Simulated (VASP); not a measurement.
# ZnS (F-43m) in VASP: further runs

The runs below take ZnS through single point, relaxation of cell and atoms, with LDA, PBE, PBEsol.

Everything below comes from runs of VASP 6.6.1. Logs are shortened: lines on timing, memory, paths and dates and some standing lists are left out, and cuts for length are marked.

**What was measured.**

“Electronic, vibrational, and thermodynamic properties of ZnS (zincblende and rocksalt structure)”, 2009, arxiv:0911.5022 quotes, for a bulk crystal of ZnS at 19 K: band gap 3.85 eV (direct).

How close the calculation comes is told below.

### 1 The crystal as given

It takes space group F-43m (No. 216, cubic). The conventional cell has a = 5.404 Å, b = 5.404 Å, c = 5.404 Å, α = 90.00°, β = 90.00°, γ = 90.00°. Around Zn (site symmetry -43m) lie 4 S at 2.34 Å. S (site symmetry -43m) has 4 Zn at 2.34 Å as nearest neighbours.

### 2 Single point, LDA

Contents of INCAR:

```
  ALGO = Fast
  EDIFF = 1E-7
  ENCUT = 520
  ISIF = 2
  ISMEAR = 0
  KPAR = 4
  LASPH = True
  LCHARG = False
  LREAL = False
  LWAVE = False
  NELM = 80
  PREC = Accurate
  SIGMA = 0.03
```

Contents of KPOINTS:

```
k-points
0
Gamma
  6 6 6
```

Contents of POSCAR:

```
ZnS
1.0
    0.0000000000      2.7020000000      2.7020000000
    2.7020000000      0.0000000000      2.7020000000
    2.7020000000      2.7020000000      0.0000000000
Zn S
1 1
Direct
    0.2500000000      0.2500000000      0.2500000000
    0.0000000000      0.0000000000      0.0000000000
```

Potentials or basis: VASP PAW LDA potentials, release 64 (Zn, S).

On the command line:

```
$ cat potpaw_LDA.64/Zn/POTCAR potpaw_LDA.64/S/POTCAR > POTCAR
$ mpirun -np 4 vasp_std > vasp.out
```

OUTCAR:

```text
EDIFF = 1E-7
   ENCUT = 520
   ISIF = 2
   ISMEAR = 0
   LASPH = True
   LREAL = False
   NELM = 80
   PREC = Accurate

 ion  position               nearest neighbor table
   1  0.250  0.250  0.250-   2 2.34   2 2.34   2 2.34   2 2.34
   2  0.000  0.000  0.000-   1 2.34   1 2.34   1 2.34   1 2.34

  LATTYP: Found a face centered cubic cell.
 ALAT       =     5.4040000000

  Lattice vectors:

 A1 = (   0.0000000000,   2.7020000000,   2.7020000000)
 A2 = (   2.7020000000,   0.0000000000,   2.7020000000)
 A3 = (   2.7020000000,   2.7020000000,   0.0000000000)

Analysis of symmetry for initial positions (statically):
=====================================================================
 Subroutine PRICEL returns:
 Original cell was already a primitive cell.

 Routine SETGRP: Setting up the symmetry group for a
 face centered cubic supercell.

 Subroutine GETGRP returns: Found 24 space group operations
 (whereof 24 operations were pure point group operations)
 out of a pool of 48 trial point group operations.

The static configuration has the point symmetry T_d .

Analysis of symmetry for dynamics (positions and initial velocities):
=====================================================================
 Subroutine PRICEL returns:
 Original cell was already a primitive cell.

 Routine SETGRP: Setting up the symmetry group for a
 face centered cubic supercell.

 Subroutine GETGRP returns: Found 24 space group operations
 (whereof 24 operations were pure point group operations)
 out of a pool of 48 trial point group operations.

The dynamic configuration has the point symmetry T_d .

 Subroutine INISYM returns: Found 24 space group operations
 (whereof 24 operations are pure point group operations),
 and found     1 'primitive' translations

----------------------------------------------------------------------------------------

                                     Primitive cell

  volume of cell :      39.4535

  direct lattice vectors                    reciprocal lattice vectors
     0.000000000  2.702000000  2.702000000    -0.185048113  0.185048113  0.185048113
     2.702000000  0.000000000  2.702000000     0.185048113 -0.185048113  0.185048113
     2.702000000  2.702000000  0.000000000     0.185048113  0.185048113 -0.185048113

  length of vectors
     3.821205046  3.821205046  3.821205046     0.320512733  0.320512733  0.320512733

  position of ions in fractional coordinates (direct lattice)
     0.250000000  0.250000000  0.250000000
     0.000000000  0.000000000  0.000000000

  ion indices of the primitive-cell ions
   primitive index   ion index
                 1           1
                 2           2

----------------------------------------------------------------------------------------

 KPOINTS: k-points

Automatic generation of k-mesh.
 Grid dimensions read from file:
 generate k-points for:    6    6    6

 Generating k-lattice:

  Cartesian coordinates                     Fractional coordinates (reciprocal lattice)
    -0.030841352  0.030841352  0.030841352     0.166666667  0.000000000  0.000000000
     0.030841352 -0.030841352  0.030841352     0.000000000  0.166666667  0.000000000
     0.030841352  0.030841352 -0.030841352     0.000000000  0.000000000  0.166666667

  Length of vectors
     0.053418789  0.053418789  0.053418789

  Shift w.r.t. Gamma in fractional coordinates (k-lattice)
     0.000000000  0.000000000  0.000000000

 Subroutine IBZKPT returns following result:
 ===========================================

 Found     16 irreducible k-points:

 Following reciprocal coordinates:
            Coordinates               Weight
  0.000000  0.000000  0.000000      1.000000
  0.166667  0.000000  0.000000      8.000000
  0.333333  0.000000  0.000000      8.000000
  0.500000  0.000000  0.000000      4.000000
  0.166667  0.166667  0.000000      6.000000
  0.333333  0.166667  0.000000     24.000000
[... 8 lines left out ...]
 -0.333333  0.333333  0.166667     24.000000
 -0.333333  0.500000  0.166667     12.000000
   k-points           NKPTS =     16   k-points in BZ     NKDIM =     16   number of bands    NBANDS=     13
   number of dos      NEDOS =    301   number of ions     NIONS =      2
   total plane-waves  NPLWV =  21952
   dimension x,y,z NGX =    28 NGY =   28 NGZ =   28
   dimension x,y,z NGXF=    56 NGYF=   56 NGZF=   56
   ions per type =               1   1
   NGX,Y,Z   is equivalent  to a cutoff of  12.18, 12.18, 12.18 a.u.
   NGXF,Y,Z  is equivalent  to a cutoff of  24.36, 24.36, 24.36 a.u.
 SYSTEM =  unknown system
   PREC   = accura    normal or accurate (medium, high low for compatibility)
   ISTART =      0    job   : 0-new  1-cont  2-samecut
   ICHARG =      2    charge: 1-file 2-atom 10-const
   ISPIN  =      1    spin polarized calculation?
   LNONCOLLINEAR =      F non collinear calculations
   LSORBIT =      F    spin-orbit coupling
   LASPH  =      T    aspherical Exc in radial PAW
   ENCUT  =  520.0 eV  38.22 Ry    6.18 a.u.   7.10  7.10  7.10*2*pi/ulx,y,z
   NELM   =     80;   NELMIN=  2; NELMDL= -5     # of ELM steps
   EDIFF  = 0.1E-06   stopping-criterion for ELM
   LREAL  =      F    real-space projection
   EDIFFG = 0.1E-05   stopping-criterion for IOM
   NSW    =      0    number of steps for IOM
   IBRION =     -1    ionic relax: 0-MD 1-quasi-New 2-CG
   NFREE  =      0    steps in history (QN), initial steepest desc. (CG)
   ISIF   =      2    stress and relaxation
   ISYM   =      2    0-nonsym 1-usesym 2-fastsym
   POTIM  = 0.5000    time-step for ionic-motion
   TEBEG  =    0.0;   TEEND  =   0.0 temperature during run
   PSTRESS=    0.0 pullay stress
   NELECT =      18.0000    total number of electrons
   NUPDOWN=      -1.0000    fix difference up-down
   EMIN   =  10.00;   EMAX   =-10.00  energy-range for DOS
   EFERMI =   0.00;   METHOD = LEGACY
   ISMEAR =     0;   SIGMA  =   0.03  broadening in eV -4-tet -1-fermi 0-gaus
   EFERMI_NEDOS =   21; number of points for ismear=-14 and -15
   IALGO  =     68    algorithm
   IMIX   =      4    mixing-type and parameters
     AMIX     =   0.40;   BMIX     =  1.00
     AMIX_MAG =   1.60;   BMIX_MAG =  1.00
  volume/ion in A,a.u.               =      19.73       133.12
  Fermi-wavevector in a.u.,A,eV,Ry     =   1.260290  2.381602 21.610537  1.588330
  Thomas-Fermi vector in A             =   2.393807
   LORBIT       =      0    0 simple, 1 ext, 2 COOP (PROOUT), +10 PAW based schemes
   GGA     = CA    functional components
   LHFCALC =     F    Hartree Fock is set to
   AEXX    =    0.0000 exact exchange contribution
   IVDW    =     0    specifies the selected vdW correction
   LEPSILON=     F    determine dielectric tensor
   LRPA    =     F    only Hartree local field effects (RPA)
 non-spin polarized calculation
 RMM-DIIS sequential band-by-band and
 Gauss-broadening in eV      SIGMA  =   0.03
  energy-cutoff  :      520.00
  volume of cell :       39.45
 maximum number of plane-waves:      1073
   NGX = 15   NGY = 15   NGZ = 15

 number of electron      18.0000000 magnetization

 Free energy of the ion-electron system (eV)
  ---------------------------------------------------
  ext. energy  EPLUGINS =         0.00000000
  ---------------------------------------------------
  free energy    TOTEN  =        -8.17329959 eV

  energy without entropy =       -8.17329959  energy(sigma->0) =       -8.17329959

 E-fermi :   2.0939     XC(G=0): -10.0384

 val. band max:        1.9277685166   @ k =   0.0000   0.0000   0.0000
 cond. band min:       3.8152716688   @ k =   0.0000   0.0000   0.0000
 fundamental gap:      1.8875031522
 Fermi energy:         2.0939287040

 k-point     1 :       0.0000    0.0000    0.0000
  band No.  band energies     occupation
      1     -11.1808      2.00000
      2      -4.5713      2.00000
      3      -4.5713      2.00000
      4      -4.5713      2.00000
      5      -4.0903      2.00000
      6      -4.0903      2.00000
      7       1.9278      2.00000
      8       1.9278      2.00000
      9       1.9278      2.00000
     10       3.8153      0.00000
     11       8.1795      0.00000
     12       8.1795      0.00000
     13       8.1795      0.00000

 k-point     2 :       0.1667    0.0000    0.0000
  band No.  band energies     occupation
      1     -10.9736      2.00000
      2      -4.5635      2.00000
      3      -4.5367      2.00000
      4      -4.5367      2.00000
      5      -4.0923      2.00000
      6      -4.0923      2.00000
      7       0.1839      2.00000
      8       1.6772      2.00000
      9       1.6772      2.00000
     10       4.9606      0.00000
     11       8.1368      0.00000
     12       8.5851      0.00000
     13       8.5851      0.00000

 k-point     3 :       0.3333    0.0000    0.0000
  band No.  band energies     occupation
      1     -10.5022      2.00000
      2      -4.4795      2.00000
      3      -4.4795      2.00000
      4      -4.4029      2.00000
      5      -4.0789      2.00000
      6      -4.0789      2.00000
      7      -2.0535      2.00000
      8       1.2445      2.00000
      9       1.2445      2.00000
     10       5.1676      0.00000
     11       8.8348      0.00000
     12       8.8348      0.00000
     13       9.5585      0.00000
[... 177 lines left out ...]
 k-point    15 :      -0.3333    0.3333    0.1667
  band No.  band energies     occupation
      1      -9.9888      2.00000
      2      -4.4402      2.00000
      3      -4.3567      2.00000
      4      -4.1426      2.00000
      5      -4.0980      2.00000
      6      -3.7656      2.00000
      7      -2.8415      2.00000
      8      -0.9442      2.00000
      9       0.0129      2.00000
     10       7.1259      0.00000
     11       7.6861      0.00000
     12       9.3910      0.00000
     13      11.2411      0.00000

 k-point    16 :      -0.3333    0.5000    0.1667
  band No.  band energies     occupation
      1      -9.9036      2.00000
      2      -4.4782      2.00000
      3      -4.2884      2.00000
      4      -4.1994      2.00000
      5      -4.0670      2.00000
      6      -3.7254      2.00000
      7      -2.7425      2.00000
      8      -0.7448      2.00000
      9      -0.7246      2.00000
     10       6.5871      0.00000
     11       7.1389      0.00000
     12      10.7632      0.00000
     13      10.7881      0.00000

------------------------ aborting loop because EDIFF is reached ----------------------------------------

  FORCE on cell =-STRESS in cart. coord.  units (eV):
  Direction    XX          YY          ZZ          XY          YZ          ZX
  --------------------------------------------------------------------------------------
  -------------------------------------------------------------------------------------
  Total       -1.0584835     -1.0584835     -1.0584835     -0.0000000     -0.0000000      0.0000000
  in kB      -42.9841788    -42.9841788    -42.9841788     -0.0000000     -0.0000000      0.0000000
  external PRESSURE =     -42.9841788 kB  Pullay stress =       0.0000000 kB

 VOLUME and BASIS-vectors are now :
 -----------------------------------------------------------------------------
  energy-cutoff  :      520.00
  volume of cell :       39.45
      direct lattice vectors                 reciprocal lattice vectors
     0.000000000  2.702000000  2.702000000    -0.185048113  0.185048113  0.185048113
     2.702000000  0.000000000  2.702000000     0.185048113 -0.185048113  0.185048113
     2.702000000  2.702000000  0.000000000     0.185048113  0.185048113 -0.185048113

 POSITION                                       TOTAL-FORCE (eV/Angst)
 -----------------------------------------------------------------------------------
      1.35100      1.35100      1.35100        -0.000000     -0.000000     -0.000000
      0.00000      0.00000      0.00000         0.000000      0.000000      0.000000
 -----------------------------------------------------------------------------------
    total drift:                               -0.000000     -0.000000     -0.000000

  FREE ENERGIE OF THE ION-ELECTRON SYSTEM (eV)
  ---------------------------------------------------
  free  energy   TOTEN  =        -8.1732995922 eV

  energy  without entropy=       -8.1732995922  energy(sigma->0) =       -8.17329959
```

Wall time 4.3 s (4 MPI ranks of Intel Xeon 6975P-C (Granite Rapids), shared host); peak memory 0.12 GiB.

What came out:

* Free energy: -8.1733 eV
* Pressure: -4.3 GPa
* Band gap on the k mesh: 1.89 eV, direct

(Continued in part 2 of 2.)
